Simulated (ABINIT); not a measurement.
A run of ABINIT 10.8.3 (patched build) is set up as follows.

Contents of run.abi:

```
# Datasets: ground state, then fixed potential
ndtset 2

# Pseudopotentials
pp_dirpath "./"
pseudos "Hf_sc.hgh, N.hgh"

# Structure
acell 6.0291065658 6.0291065658 6.0291065658
rprim
     0.0000000000     0.7071067812     0.7071067812
     0.7071067812     0.0000000000     0.7071067812
     0.7071067812     0.7071067812     0.0000000000
ntypat 2
znucl 72 7
natom 2
typat 1 2
xred
     0.0000000000     0.0000000000     0.0000000000
     0.5000000000     0.5000000000     0.5000000000

# Plane-wave basis
ecut 1523.837630 eV

# Exchange and correlation
ixc 7

# Bands and occupations
occopt 3
tsmear 0.00183747

# SCF cycle
nstep 100

# Output
iomode 3
prtwf 0
prteig 0
prtebands 0
enunit 1
prtden1 1
prtvha1 1
prtvclmb1 1
prtpot1 1
prtelf1 1

# Dataset 1
kptopt1 1
ngkpt1 10 10 10
nshiftk1 1
shiftk1 0.0 0.0 0.0
nband1 13
tolvrs1 1.0e-10

# Dataset 2: bands along G-X-W-K-G-L-U-W-L-K
iscf2 -2
getden2 1
nband2 19
nbdbuf2 4
tolwfr2 1.0e-11
kptopt2 -9
ndivsm2 5
prteig2 1
prtvol2 -3
kptbounds2
     0.0000000000     0.0000000000     0.0000000000
     0.5000000000     0.0000000000     0.5000000000
     0.5000000000     0.2500000000     0.7500000000
     0.3750000000     0.3750000000     0.7500000000
     0.0000000000     0.0000000000     0.0000000000
     0.5000000000     0.5000000000     0.5000000000
     0.6250000000     0.2500000000     0.6250000000
     0.5000000000     0.2500000000     0.7500000000
     0.5000000000     0.5000000000     0.5000000000
     0.3750000000     0.3750000000     0.7500000000
```

Potentials or basis: HGH LDA semicore.

Run with:

```bash
$ abinit run.abi > log 2>&1
```

(1) Estimate the band gap on the k mesh.

Answers

(1) none (metal or under the smearing width).

Caveat: spin-orbit coupling is left out, which moves the levels of the heavy elements; HGH potentials are hard and often keep d shells in the core, so these values are rough.
